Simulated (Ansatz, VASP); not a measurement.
# Cross-check of SiGe2 between VASP and Ansatz

One calculation is typed for both programs; each brings its own data sets. How far apart do they land? The cell is generated by rule, not measured, and may not be a known phase. The cell is taken from a series of runs on this material, whose earlier steps may have relaxed, scaled, displaced or heated it; both programs get it as it stands.

Calculated with Ansatz 0.2.0; plane waves, with VASP 6.6.1 beside it; single point at PBEsol.

The structure was built from a prototype and need not be the compound's stable phase.

## Step 1: Set-up

It takes space group Cmcm (No. 63, orthorhombic). The conventional cell has a = 6.119 Å, b = 6.119 Å, c = 12.239 Å, α = 90.00°, β = 90.00°, γ = 90.00°. Si has 8 Ge at 2.61 to 2.71 Å nearest. Nearest to Si lie 8 Ge at 2.61 to 2.72 Å. Nearest to Ge lie 4 Si at 2.61 to 2.72 Å and 1 Ge at 2.79 Å. Farther neighbours are not listed.

## Step 2: Ansatz: single point, PBEsol, pair 1

Ansatz runs on its default PAW (the set named soft_2) files.

With cell and atoms fixed, the geometry can't cause a difference; cores, projectors, grids and the points listed under the comparison can.

The input, input.yaml:

```yaml
crystal:
  lattice:
    - [0.0, -3.0597254466, -3.0597254466]
    - [0.0, 3.0597254466, -3.0597254466]
    - [12.2389017864, 0.0, 0.0]
  atoms:
    - { symbol: Si, position: [0.0735360097, -0.0735360097, 0.0] }
    - { symbol: Si, position: [-0.0735360097, 0.0735360097, 0.5] }
    - { symbol: Si, position: [0.5, 0.5, 0.75] }
    - { symbol: Si, position: [0.5, 0.5, 0.25] }
    - { symbol: Ge, position: [0.0156156, 0.4398154823, 0.875] }
    - { symbol: Ge, position: [-0.0156156, 0.5601845177, 0.375] }
    - { symbol: Ge, position: [0.4398154823, 0.0156156, 0.625] }
    - { symbol: Ge, position: [0.5601845177, -0.0156156, 0.125] }
    - { symbol: Ge, position: [0.0156156, 0.4398154823, 0.125] }
    - { symbol: Ge, position: [-0.0156156, 0.5601845177, 0.625] }
    - { symbol: Ge, position: [0.5601845177, -0.0156156, 0.875] }
    - { symbol: Ge, position: [0.4398154823, 0.0156156, 0.375] }
kpoints:
  mp_grid: { grid: [8, 8, 4] }
hamiltonian:
  xc: pbesol
scf:
  occupations: { method: methfessel_paxton, width: 0.15 }
output:
  forces: true
  stress: true
  eigenvalues: true
```

Started as:

```
$ ansatz run input.yaml --threads 4 --pin off --max-ram 7168MiB --backend cpu --events-out ev --progress --plain --runs-dir out
```

Numbers of over 12 decimals in the logs are rounded to 6 here.

The log of the run:

```text
Engine: ansatz 0.2.0, aarch64-unknown-linux-gnu
Pseudopotentials: kind: paw
Pseudopotential: Si, paw, valence charge 4, recommended cutoff 420 eV (normal), Si.paw.azcp
Pseudopotential: Ge, paw, valence charge 14, recommended cutoff 420 eV (normal), Ge.paw.azcp
Functional definition: PBEsol
  exchange = pbesol_x
  correlation = pbesol_c
Crystal: 12 atoms, lattice volume = 229.159 Å³
Basis set: ecut = 420 eV, 4481 PW (Γ), exchange–correlation on 60×60×180 points (8 copies of the dense FFT grid, shifted against one another)
Bands: 77, of which v1, the nominal top of the filled ones, is band 64 counted from 1 (63 counted from 0)
Symmetry: 8 space group operations
Space group: Cmcm (ITA 63), of the structure as read, at distance tolerance 6.1e-5 Å
k-points: 63 of 256
Non-local potential: Si, projectors of the file, l = 0: 2, l = 1: 2, l = 2: 2
Non-local potential: Ge, projectors of the file, l = 0: 2, l = 1: 2, l = 2: 3, l = 3: 1
PAW form: soft (Blöchl's): semilocal exchange-correlation on the pseudo side does not see the compensation charge
PAW frozen core: Si, regenerated for the run's functional, and the local potential with it (the file was generated under x = pbe(κ = 0.804, μ = 0.219515), c = pbe(β = 0.066725))
PAW frozen core: Ge, regenerated for the run's functional, and the local potential with it (the file was generated under x = pbe(κ = 0.804, μ = 0.219515), c = pbe(β = 0.066725))
PAW one-centre angular grid: Si, 110 points (default); XC on 64 Gauss nodes
PAW one-centre angular grid: Ge, 590 points (default); XC on 64 Gauss nodes
Initial density: superposition of atomic densities (neutral atoms: chi_scale 0, normalization atom), corrected by the library's trained network
Initial wavefunctions: pseudopotential atomic-orbital guess
Functional: x = pbesol(κ = 0.804, μ = 0.123457), c = pbesol(β = 0.046)
SCF iter   1: F=—  HF=-36509.909326 eV  |F-HF|=—  |Δ(HF+E_count)|=         —  Δρ=2.66e-3  dr2=3.17e-2  ethr=1.77e-3  ⟨swp⟩=5.6  Hψ=17468  notcnv=0
preconditioner: auto → LDOS  [metal: Δε(μ)=0.005 eV  Ē_g=19.737 eV  σ=0.150 eV  W_gap=0.03  n_scr=56 (ndim 8)  ℏωp=27.8 eV  f_vac=0.010  D(μ)=6.04/eV (n_scr^D=48)  β→1.0]
SCF iter   2: F=—  HF=-36509.896920 eV  |F-HF|=—  |Δ(HF+E_count)|=   1.24e-2  S|Δr|=    0.00e0  Δρ=1.09e-3  dr2=2.18e-3  ethr=2.48e-5  ⟨swp⟩=2.0  Hψ=9654  notcnv=0
preconditioner: auto → Kerker (q_TF=auto, 2.476 Å⁻¹)  [metal: Δε(μ)=0.002 eV  Ē_g=19.800 eV  σ=0.150 eV  W_gap=0.01  n_scr=56 (ndim 8)  ℏωp=27.8 eV  f_vac=0.007  D(μ)=6.09/eV (n_scr^D=48)  β→0.5]
SCF iter   3: F=—  HF=-36509.895403 eV  |F-HF|=—  |Δ(HF+E_count)|=   1.52e-3  S|Δr|=    0.00e0  Δρ=4.72e-4  dr2=8.41e-4  ethr=1.70e-6  ⟨swp⟩=2.0  Hψ=8605  notcnv=0
SCF iter   4: F=—  HF=-36509.895074 eV  |F-HF|=—  |Δ(HF+E_count)|=   3.29e-4  S|Δr|=    0.00e0  Δρ=2.27e-4  dr2=2.39e-4  ethr=6.57e-7  ⟨swp⟩=2.0  Hψ=7140  notcnv=0
SCF iter   5: F=—  HF=-36509.895038 eV  |F-HF|=—  |Δ(HF+E_count)|=   3.58e-5  S|Δr|=    0.00e0  Δρ=7.16e-5  dr2=2.48e-5  ethr=1.86e-7  ⟨swp⟩=3.0  Hψ=8864  notcnv=0
SCF iter   6: F=—  HF=-36509.895035 eV  |F-HF|=—  |Δ(HF+E_count)|=   2.59e-6  S|Δr|=    0.00e0  Δρ=1.13e-5  dr2=5.38e-7  ethr=1.94e-8  ⟨swp⟩=3.0  Hψ=8822  notcnv=0
SCF iter   7: F=-36509.895036 eV  HF=-36509.895036 eV  |F-HF|=3.46e-9  |Δ(HF+E_count)|=   1.52e-7  S|Δr|=    0.00e0  Δρ=2.15e-6  dr2=2.38e-8  ethr=7.81e-11  ⟨swp⟩=9.1  Hψ=18907  notcnv=0
SCF 1 converged in 7 iterations: F = -36509.895036 eV  dr2 = 2.38e-8
  greatest PAW one-centre occupation: 0.998 electrons in one spin orbital (limit 2), on the Ge atom at site 8 (counted from 0), in its partial waves of l = 2
SCF converged after 7 iterations
Stability not checked: this state was not tested for a lower state beside it, because cold or Methfessel-Paxton smearing, or corrected tetrahedra, fill the levels in a way that the test cannot read (fill_not_monotonic; see scf.lower_state_search)
Free energy (F): -36509.895036 eV
Harris-Foulkes:  -36509.895036 eV  (|F-HF|=3.46e-9)
Internal energy: -36509.889998 eV  (E = F + TS)
E sigma→0 (E₀):  -36509.893776 eV
Entropy (-TS):   -0.005037 eV (-0.420 meV/atom)
Fermi energy:    9.568819 eV
--- Per-component energies (eV) ---
  E_band       = -1014.932957
  E_kinetic    = 1047.554855
  E_local      = -19153.689093  (includes V_loc(G=0)·N_el)
  E_nonlocal   = 3441.406837
  E_hartree    = 8413.490086
  E_xc         = -821.657488
  E_vxc        = -708.243609  (∫ρ·V_xc dr)
  E_paw        = -17802.079150  (= ΣΔE_a)
  E_vpaw       = -2468.945236  (= ΣTr[D̂ρ^β])
  E_aug_tail   = 0.002095  (compensation charges beyond the density's cutoff)
  E_ewald      = -11642.387874
  E_core_change = 7.469732  (= ΣΔE_core)
  E_smearing   = -0.005037  (= −TS)
  E_closure    = -0.000000  (closes the sum)
  Σ components = -36509.895036   (vs F -36509.895036, Δ=0.00e0)
--- Forces (eV/Å), atoms counted from 1 ---
  atom   1  Si     0.00000000     0.06640095     0.00000000
  atom   2  Si     0.00000000    -0.06640095     0.00000000
  atom   3  Si     0.00000000     0.00000000    -0.00000000
  atom   4  Si     0.00000000     0.00000000     0.00000000
  atom   5  Ge    -0.00374302    -0.02881359    -0.08471584
  atom   6  Ge    -0.00374302     0.02881359     0.08471584
  atom   7  Ge     0.00374302     0.02881359    -0.08471584
  atom   8  Ge     0.00374302    -0.02881359     0.08471584
  atom   9  Ge     0.00374302    -0.02881359    -0.08471584
  atom  10  Ge     0.00374302     0.02881359     0.08471584
  atom  11  Ge    -0.00374302    -0.02881359     0.08471584
  atom  12  Ge    -0.00374302     0.02881359    -0.08471584
  max |Σ_I F_I| component: 2.78e-17 eV/Å
--- Stress (GPa, compression-positive) ---
       -0.281650       0.000000       0.000000
        0.000000      -0.682832       0.000000
        0.000000       0.000000       0.135522
  P = ⅓ Tr σ = -0.2763 GPa (-2.763 kbar)
--- Band table (eV; the first three rows and the last of 63) ---
  k-point 0: bands = [... 60 lower, 8.1648, 8.4377, 8.5185, 8.5830, 8.6084, 9.4912, 9.6108, 11.1916, ... 9 higher]
  k-point 1: bands = [... 60 lower, 8.2643, 8.3543, 8.8520, 8.9930, 9.1432, 9.4347, 10.2392, 10.4051, ... 9 higher]
  k-point 2: bands = [... 60 lower, 8.5151, 8.5151, 9.2675, 9.2675, 9.6195, 9.6195, 9.9318, 9.9318, ... 9 higher]
  k-point 62: bands = [... 60 lower, 8.9796, 8.9796, 9.1010, 9.1010, 11.4601, 11.4601, 11.6745, 11.6745, ... 9 higher]
```

In the SCF lines HF is the Harris–Foulkes energy and dr2 the Hartree energy of the density residual, in eV; the loop may stop once dr2 is under the threshold and the program's other checks hold. Hψ counts applications of the Hamiltonian.

The run ends at a pressure of -0.28 GPa, with forces up to 0.090 eV/Å.

## Step 3: VASP: single point, PBEsol, pair 1

The same cell, functional, mesh and smearing now go to VASP, with its own data sets.

Lines of VASP's logs that name or quote its potential files are left out, and so is its time.

The input, INCAR:

```
SYSTEM = SiGe2
PREC = Accurate
ENCUT = 500
EDIFF = 1E-06
NELM = 120
ISMEAR = 1
SIGMA = 0.15
LREAL = .FALSE.
ALGO = Normal
GGA = PS
NBANDS = 79
LORBIT = 11
LWAVE = .FALSE.
LCHARG = .FALSE.
ISIF = 2
LASPH = .TRUE.
GGA_COMPAT = .FALSE.
KPAR = 2
```

The input, POSCAR:

```
SiGe2
1.0
    0.0000000000     -3.0597254466     -3.0597254466
    0.0000000000      3.0597254466     -3.0597254466
   12.2389017864      0.0000000000      0.0000000000
Si Ge
4 8
Direct
    0.0735360097      0.9264639903      0.0000000000
    0.9264639903      0.0735360097      0.5000000000
    0.5000000000      0.5000000000      0.7500000000
    0.5000000000      0.5000000000      0.2500000000
    0.0156156000      0.4398154823      0.8750000000
    0.9843844000      0.5601845177      0.3750000000
    0.4398154823      0.0156156000      0.6250000000
    0.5601845177      0.9843844000      0.1250000000
    0.0156156000      0.4398154823      0.1250000000
    0.9843844000      0.5601845177      0.6250000000
    0.5601845177      0.9843844000      0.8750000000
    0.4398154823      0.0156156000      0.3750000000
```

The input, KPOINTS:

```
Automatic mesh
0
Gamma
8 8 4
0 0 0
```

Potentials, in the order of the species: Si and Ge_d (PBE family, release 64).

Started as:

```
$ mpirun -np 2 vasp_std
```

The log of the run:

```text
[banner, memory and clock lines left out]
running    2 mpi-ranks, on    1 nodes
 distrk:  each k-point on    1 cores,    2 groups
 distr:  one band on    1 cores,    1 groups

 POSCAR found type information on POSCAR SiGe
 POSCAR found :  2 types and      12 ions
|                                                                             |
|               ----> ADVICE to this user running VASP <----                  |
|                                                                             |
|     You enforced a specific xc type in the INCAR file but a different       |
|     [... a line on the potential file left out ...]
|     I HOPE YOU KNOW WHAT YOU ARE DOING!                                     |
|                                                                             |

 LDA part: xc-table for (Slater+PW92), standard interpolation
 POSCAR, INCAR and KPOINTS ok, starting setup
 FFT: planning ... GRIDC
 FFT: planning ... GRID_SOFT
 FFT: planning ... GRID
 WAVECAR not read
 entering main loop
       N       E                     dE             d eps       ncg     rms          rms(c)
DAV:   1     0.166742612804E+04    0.16674E+04   -0.52476E+04 12394   0.398E+03
DAV:   2     0.286438511941E+03   -0.13810E+04   -0.13237E+04  9954   0.113E+03
DAV:   3    -0.229356473675E+02   -0.30937E+03   -0.29526E+03 10230   0.260E+02
DAV:   4    -0.573714953430E+02   -0.34436E+02   -0.32573E+02 12005   0.877E+01
DAV:   5    -0.588245110820E+02   -0.14530E+01   -0.14309E+01 11444   0.195E+01    0.704E+00
DAV:   6    -0.585286627908E+02    0.29585E+00   -0.78842E-01 12616   0.469E+00    0.367E+00
DAV:   7    -0.584191638706E+02    0.10950E+00   -0.19992E-01 12533   0.211E+00    0.596E-01
DAV:   8    -0.584125602282E+02    0.66036E-02   -0.33370E-02 12069   0.146E+00    0.164E-01
DAV:   9    -0.584127216712E+02   -0.16144E-03   -0.16923E-03 11518   0.229E-01    0.766E-02
DAV:  10    -0.584127355623E+02   -0.13891E-04   -0.16180E-04 12252   0.817E-02    0.174E-02
DAV:  11    -0.584127415382E+02   -0.59759E-05   -0.27234E-05 11252   0.429E-02    0.424E-03
DAV:  12    -0.584127416447E+02   -0.10656E-06   -0.15487E-06  7359   0.949E-03
   1 F= -.58412742E+02 E0= -.58411037E+02  d E =-.511365E-02
```

From OUTCAR (step 3):

```text
ion  position               nearest neighbor table
   1  0.074  0.926  0.000-   5 2.61   8 2.61   9 2.61  11 2.61   5 2.71   9 2.71   8 2.71  11 2.71

  LATTYP: Found a simple tetragonal cell.
 ALAT       =     4.3271052237
 C/A-ratio  =     2.8284271247

 Subroutine GETGRP returns: Found  8 space group operations
 (whereof  4 operations were pure point group operations)

The static configuration has the point symmetry C_2v.
 The point group associated with its full space group is D_2h.

 Found     63 irreducible k-points:

   k-points           NKPTS =     63   k-points in BZ     NKDIM =     63   number of bands    NBANDS=     79

   dimension x,y,z NGX =    32 NGY =   32 NGZ =   90
   dimension x,y,z NGXF=    64 NGYF=   64 NGZF=  180

   ENCUT  =  500.0 eV  36.75 Ry    6.06 a.u.   7.89  7.89 22.31*2*pi/ulx,y,z

   NELECT =     128.0000    total number of electrons

 k-points in reciprocal lattice and weights: Automatic mesh
   0.00000000  0.00000000  0.00000000       0.004
   0.12500000  0.00000000  0.00000000       0.016
   0.25000000  0.00000000  0.00000000       0.016
   0.37500000  0.00000000  0.00000000       0.016
   0.50000000  0.00000000  0.00000000       0.008
   0.12500000  0.12500000  0.00000000       0.008
  -0.12500000  0.12500000  0.00000000       0.008
   0.25000000  0.12500000  0.00000000       0.016
  -0.12500000  0.25000000  0.00000000       0.016
[...]
0.50000000  0.37500000  0.50000000       0.016
   0.50000000  0.50000000  0.50000000       0.004

 average (electrostatic) potential at core
       1 -83.0897       2 -83.0897       3 -83.1027       4 -83.1027       5 -72.4720
       6 -72.4720       7 -72.4720       8 -72.4720       9 -72.4720      10 -72.4720
      11 -72.4720      12 -72.4720

 E-fermi :   6.5922

 k-point     1 :       0.0000    0.0000    0.0000
  band No.  band energies     occupation
    ...
     63       5.5416      2.00000
     64       5.6122      2.00000
     65       5.6317      2.00000
     66       6.5164      1.74601
     67       6.6351      0.53685
     68       8.2151     -0.00000
     69       8.4172     -0.00000
     70       8.5343     -0.00000
     71       8.5491     -0.00000
     72       8.5589     -0.00000
    ...

 k-point     2 :       0.1250    0.0000    0.0000
  band No.  band energies     occupation
    ...
     61       5.2156      2.00000
     62       5.4685      2.00000
     63       5.7750      2.00000
     64       6.4348      2.05904
     65       6.5197      1.72140
     66       6.9386     -0.00520
     67       7.3183     -0.00000
     68       7.3559     -0.00000
     69       7.4214     -0.00000
     70       8.0207     -0.00000
    ...

 k-point     3 :       0.2500    0.0000    0.0000
  band No.  band energies     occupation
    ...
     60       5.0066      2.00000
     61       5.0957      2.00000
     62       5.2747      2.00000
     63       5.7748      2.00000
     64       5.8504      2.00000
     65       7.0437     -0.00018
     66       7.0536     -0.00012
     67       7.2628     -0.00000
     68       7.6897     -0.00000
     69       7.7883     -0.00000
    ...

  Total       -0.4420644     -0.9866128      0.1663751      0.0000000      0.0000000      0.0000000
  in kB       -3.0907136     -6.8979485      1.1632189      0.0000000      0.0000000      0.0000000
  external PRESSURE =      -2.9418144 kB  Pullay stress =       0.0000000 kB

  energy-cutoff  :      500.00
  volume of cell :      229.16
      direct lattice vectors                 reciprocal lattice vectors
     0.000000000 -3.059725447 -3.059725447     0.000000000 -0.163413355 -0.163413355
     0.000000000  3.059725447 -3.059725447     0.000000000  0.163413355 -0.163413355
    12.238901786  0.000000000  0.000000000     0.081706677  0.000000000  0.000000000

 POSITION                                       TOTAL-FORCE (eV/Angst)
 -----------------------------------------------------------------------------------
      0.00000      2.60973     -3.05973         0.000000      0.065176     -0.000000
      6.11945     -2.60973     -3.05973         0.000000     -0.065176     -0.000000
      9.17918      0.00000     -3.05973         0.000000      0.000000     -0.000000
      3.05973      0.00000     -3.05973         0.000000      0.000000     -0.000000
     10.70904      1.29794     -1.39349        -0.004027     -0.028636     -0.087038
      4.58959     -1.29794     -4.72596        -0.004027      0.028636      0.087038
      7.64931     -1.29794     -1.39349         0.004027      0.028636     -0.087038
      1.52986      1.29794     -4.72596         0.004027     -0.028636      0.087038
      1.52986      1.29794     -1.39349         0.004027     -0.028636     -0.087038
      7.64931     -1.29794     -4.72596         0.004027      0.028636      0.087038
     10.70904      1.29794     -4.72596        -0.004027     -0.028636      0.087038
      4.58959     -1.29794     -1.39349        -0.004027      0.028636     -0.087038
 -----------------------------------------------------------------------------------
    total drift:                               -0.000000     -0.000000     -0.000000

  FREE ENERGIE OF THE ION-ELECTRON SYSTEM (eV)
  ---------------------------------------------------
  free  energy   TOTEN  =       -58.4127416447 eV

  energy  without entropy=      -58.4076279971  energy(sigma->0) =      -58.41103710

 total charge
# of ion       s       p       d       tot
------------------------------------------
    1        0.820   0.746   0.000   1.566
    2        0.820   0.746   0.000   1.566
    3        0.825   0.740   0.000   1.565
    4        0.825   0.740   0.000   1.565
    5        1.242   0.986  10.034  12.262
    6        1.242   0.986  10.034  12.262
    7        1.242   0.986  10.034  12.262
    8        1.242   0.986  10.034  12.262
    9        1.242   0.986  10.034  12.262
   10        1.242   0.986  10.034  12.262
   11        1.242   0.986  10.034  12.262
   12        1.242   0.986  10.034  12.262
--------------------------------------------------
tot         13.225  10.858  80.273 104.355

[... 3 further parts left out ...]
```

The PAW data sets were made with PBE, which is usual practice but a small mismatch for other functionals.

## Step 4: Comparison

Known differences besides the potentials themselves: the cutoff is 420 eV in Ansatz and 500 eV in VASP; Ansatz makes its cores anew for this functional, VASP keeps those of its PBE data sets. Total energies have different zeros and are not compared.

Compared:

```tsv
quantity	Ansatz	VASP	difference
pressure (GPa)	-0.28	-0.29	+0.02
```

Forces on 7 of the 12 atoms, those with the largest forces and the largest differences (eV/Å; atoms numbered as in POSCAR):

```tsv
atom	Ansatz x, y, z	VASP x, y, z
Ge5	-0.004, -0.029, -0.085	-0.004, -0.029, -0.087
Ge6	-0.004, 0.029, 0.085	-0.004, 0.029, 0.087
Ge7	0.004, 0.029, -0.085	0.004, 0.029, -0.087
Ge8	0.004, -0.029, 0.085	0.004, -0.029, 0.087
Ge10	0.004, 0.029, 0.085	0.004, 0.029, 0.087
Ge11	-0.004, -0.029, 0.085	-0.004, -0.029, 0.087
Ge12	-0.004, 0.029, -0.085	-0.004, 0.029, -0.087
```

The forces differ by 1.1 meV/Å r.m.s., which is 2.5 % of the r.m.s. force of 0.046 eV/Å (both taken over all components).

[end of part 1 of 2]

[Lines on the potential files, build, host, timing and source positions are cut from VASP's logs without a mark.]

[Logs are printed without paths, hosts, clocks, repeated set-up lines and the standing remarks that a program may print on its own settings, such as how far it seeks lower states.]

[Hosts, paths, dates, database ids (printed as entryN), source tags and the programs' standing remarks are cut or masked in the printed files.]
